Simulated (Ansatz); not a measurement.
**CsBr (CsCl type): from bands to localised orbitals**

Aim: build maximally localised Wannier functions for CsBr (CsCl type) from several sets of trial orbitals, and check spreads and centres, and how well the models interpolate the bands. Plan: PBE, anion s p, 4×4×4; PBE, anion s p, 6×6×6; PBE, anion p, 4×4×4; PBE, cation s and anion p, disentangled, 4×4×4; r2SCAN, anion s p, 4×4×4; r2SCAN, anion p, 4×4×4; r2SCAN, cation s and anion p, disentangled, 4×4×4; HSE06, anion s p, 4×4×4; HSE06, cation s and anion p, disentangled, 4×4×4 (level, trial orbitals, Wannier mesh).

Computed with Ansatz 0.2.0 (plane waves, PAW, unless a step's input says otherwise).

1 further run of the same task is left out (it didn't finish).

## (1) The starting structure

The structure is cubic, space group Pm-3m (No. 221). Conventional cell: a = 4.319 Å, b = 4.319 Å, c = 4.319 Å, α = 90.00°, β = 90.00°, γ = 90.00°. Around Cs (site symmetry m-3m) lie 8 Br at 3.74 Å. Around Br (site symmetry m-3m) lie 8 Cs at 3.74 Å.

Coordinates:

```cif
data_structure
_symmetry_space_group_name_H-M 'P 1'
_symmetry_Int_Tables_number 1
_cell_length_a 4.3194
_cell_length_b 4.3194
_cell_length_c 4.3194
_cell_angle_alpha 90.000
_cell_angle_beta 90.000
_cell_angle_gamma 90.000
_cell_volume 80.59
loop_
_atom_site_label
_atom_site_type_symbol
_atom_site_fract_x
_atom_site_fract_y
_atom_site_fract_z
_atom_site_occupancy
Cs1 Cs 0.00000 0.00000 0.00000 1
Br1 Br 0.50000 0.50000 0.50000 1
```

The cell was relaxed beforehand with r2SCAN; those runs aren't shown. No run includes spin-orbit coupling, which matters for Cs.

## (2) PBE, anion s p, 4×4×4

input.yaml reads:

```yaml
crystal:
  lattice:
    - [4.3193779122, 0.0, 0.0]
    - [0.0, 4.3193779122, 0.0]
    - [0.0, 0.0, 4.3193779122]
  atoms:
    - { symbol: Cs, position: [0.0, 0.0, 0.0] }
    - { symbol: Br, position: [0.5, 0.5, 0.5] }
kpoints:
  mp_grid: { grid: [6, 6, 6] }
  band_path:
    path:
      - [[0.0, 0.0, 0.0], [-5.157358013666e-52, 0.5, 1.081030220588e-68], [0.5, 0.5, 1.114703311173e-34], [0.0, 0.0, 0.0], [0.5, 0.5, 0.5], [-5.157358013666e-52, 0.5, 1.081030220588e-68]]
      - [[0.5, 0.5, 0.5], [0.5, 0.5, 1.114703311173e-34]]
    npoints: 10
hamiltonian:
  xc: pbe
scf:
  occupations: { method: fixed }
  n_extra_bands: 6
output:
  forces: false
  stress: false
  eigenvalues: true
  wannier:
    kmesh: [4, 4, 4]
    projections: [{ species: Br, l: s, shell: 4 }, { species: Br, l: p, shell: 4 }]
    minimise: true
    write_hr: true
    conv_tol: 1.0e-08
    max_iter: 3000
```

Command:

```
> ansatz run input.yaml --threads 4 --pin off --max-ram 3686MiB --backend cpu --events-out ev --progress --plain --runs-dir out
```

After this run come: PBE, anion s p, 6×6×6; PBE, anion p, 4×4×4; PBE, cation s and anion p, disentangled, 4×4×4; r2SCAN, anion s p, 4×4×4; r2SCAN, anion p, 4×4×4; r2SCAN, cation s and anion p, disentangled, 4×4×4; HSE06, anion s p, 4×4×4; HSE06, cation s and anion p, disentangled, 4×4×4.

Before running them: what should the planned runs give, taken together? Wanted: total spread, PBE, anion s p, 4×4×4; total spread, PBE, anion s p, 6×6×6; total spread, PBE, anion p, 4×4×4; total spread, PBE, cation s and anion p, disentangled, 4×4×4; total spread, r2SCAN, anion s p, 4×4×4; total spread, r2SCAN, anion p, 4×4×4; total spread, r2SCAN, cation s and anion p, disentangled, 4×4×4; total spread, HSE06, anion s p, 4×4×4; total spread, HSE06, cation s and anion p, disentangled, 4×4×4.

**Answer**, as computed:

```
                                                       quantity                         value
                            total spread, PBE, anion s p, 4×4×4      6.38 Å² over 4 functions
                            total spread, PBE, anion s p, 6×6×6      6.63 Å² over 4 functions
                              total spread, PBE, anion p, 4×4×4      6.17 Å² over 3 functions
   total spread, PBE, cation s and anion p, disentangled, 4×4×4     10.93 Å² over 4 functions
                         total spread, r2SCAN, anion s p, 4×4×4      6.21 Å² over 4 functions
                           total spread, r2SCAN, anion p, 4×4×4      6.01 Å² over 3 functions
total spread, r2SCAN, cation s and anion p, disentangled, 4×4×4     11.11 Å² over 4 functions
                          total spread, HSE06, anion s p, 4×4×4      6.25 Å² over 4 functions
 total spread, HSE06, cation s and anion p, disentangled, 4×4×4     11.00 Å² over 4 functions
                                       centres of the first set  0.48 Å from the nearest atom
```

**Reading.** With PBE, anion s p, 4×4×4 the 4 functions move off the atoms, with a mean spread of 1.60 Å²; 87 % of the total is gauge invariant. The total spread goes from 6.38 Å² on 4×4×4 to 6.63 Å² on 6×6×6: finite differences in k understate it on coarse meshes, while the largest miss of a band goes from 0.02 to 0.00 eV. On one set and mesh the functional gives 6.38 (PBE), 6.21 (r2SCAN), 6.25 (HSE06) Å². The disentangled models miss some band by up to 5.0 eV, which may lie outside their frozen windows.
